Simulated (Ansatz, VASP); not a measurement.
Given: the input of a run of Ansatz 0.2.0 on GaAs.

Contents of input.yaml:

```yaml
crystal:
  lattice:
    - [0.0, 2.82685, 2.82685]
    - [2.82685, 0.0, 2.82685]
    - [2.82685, 2.82685, 0.0]
  atoms:
    - { symbol: As, position: [0.75, 0.75, 0.75] }
    - { symbol: Ga, position: [0.0, 0.0, 0.0] }
hamiltonian:
  xc: pbe
  pseudopotentials: { kind: paw }
kpoints:
  mp_grid: { grid: [8, 8, 8] }
  band_path:
    path:
      - [[0.0, 0.0, 0.0], [0.5, 0.0, 0.5], [0.5, 0.25, 0.75], [0.375, 0.375, 0.75], [0.0, 0.0, 0.0], [0.5, 0.5, 0.5], [0.625, 0.25, 0.625], [0.5, 0.25, 0.75], [0.5, 0.5, 0.5], [0.375, 0.375, 0.75]]
      - [[0.625, 0.25, 0.625], [0.5, 0.0, 0.5]]
    npoints: 14
scf:
  occupations: { method: fermi_dirac, width: 0.05 }
  n_extra_bands: 6
output:
  forces: true
  stress: true
  eigenvalues: true
  fatbands: false
```

Potentials or basis: Ansatz PAW.

Launch:

```console
$ ansatz run input.yaml --threads 2 --pin off --max-ram 5632MiB --backend cpu --events-out ev --progress --plain --runs-dir out
```

**Question.** Set up the same calculation for VASP 6.6.1. Potentials there: VASP PAW PBE potentials, release 64 (As, Ga_d).

**Answer.** As run (the cutoff follows the program's own potentials):

Contents of INCAR:

```
PREC = Accurate ; ENCUT = 520
EDIFF = 1E-7 ; ISMEAR = -1
SIGMA = 0.05 ; LREAL = F
LASPH = T ; NELM = 80
ALGO = Normal ; ISIF = 2
LWAVE = F ; LCHARG = F
GGA = PE
```

KPOINTS

```
regular mesh
0
Gamma
  8 8 8
```

The input POSCAR:

```
GaAs
1.0
    0.0000000000      2.8268500000      2.8268500000
    2.8268500000      0.0000000000      2.8268500000
    2.8268500000      2.8268500000      0.0000000000
As Ga
1 1
Direct
    0.7500000000      0.7500000000      0.7500000000
    0.0000000000      0.0000000000      0.0000000000
```

KPOINTS_OPT

```
path GXWKGLUWLK,UX
10
line-mode
reciprocal
 0.0000000000  0.0000000000  0.0000000000  G
 0.5000000000  0.0000000000  0.5000000000  X

 0.5000000000  0.0000000000  0.5000000000  X
 0.5000000000  0.2500000000  0.7500000000  W

 0.5000000000  0.2500000000  0.7500000000  W
 0.3750000000  0.3750000000  0.7500000000  K

 0.3750000000  0.3750000000  0.7500000000  K
 0.0000000000  0.0000000000  0.0000000000  G

 0.0000000000  0.0000000000  0.0000000000  G
 0.5000000000  0.5000000000  0.5000000000  L

 0.5000000000  0.5000000000  0.5000000000  L
 0.6250000000  0.2500000000  0.6250000000  U

 0.6250000000  0.2500000000  0.6250000000  U
 0.5000000000  0.2500000000  0.7500000000  W

 0.5000000000  0.2500000000  0.7500000000  W
 0.5000000000  0.5000000000  0.5000000000  L

 0.5000000000  0.5000000000  0.5000000000  L
 0.3750000000  0.3750000000  0.7500000000  K

 0.6250000000  0.2500000000  0.6250000000  U
 0.5000000000  0.0000000000  0.5000000000  X
```

Potentials or basis: VASP PAW PBE potentials, release 64 (As, Ga_d).

The run is started by

```bash
$ cat potpaw_PBE.64/As/POTCAR potpaw_PBE.64/Ga_d/POTCAR > POTCAR
$ mpirun -np 1 vasp_std > vasp.out
```

Both were run:

|  | VASP | Ansatz | Ansatz less VASP |
| --- | --- | --- | --- |
| gap on the k mesh at the Fermi level (eV) | 0.52 | 0.52 | -0.005 |
| least direct gap on the mesh (eV) | 0.52 | 0.52 | -0.005 |
| gap along the band path (eV) | 0.52 | 0.52 | -0.005 |
| pressure (GPa) | 3.5 | 3.3 | -0.19 |

The functional is the same, so the differences come from potentials, cutoffs and numerics. The two sets of potentials don't hold the same shells in valence.

PBE gaps usually lie below the measured ones, often by a third to a half.
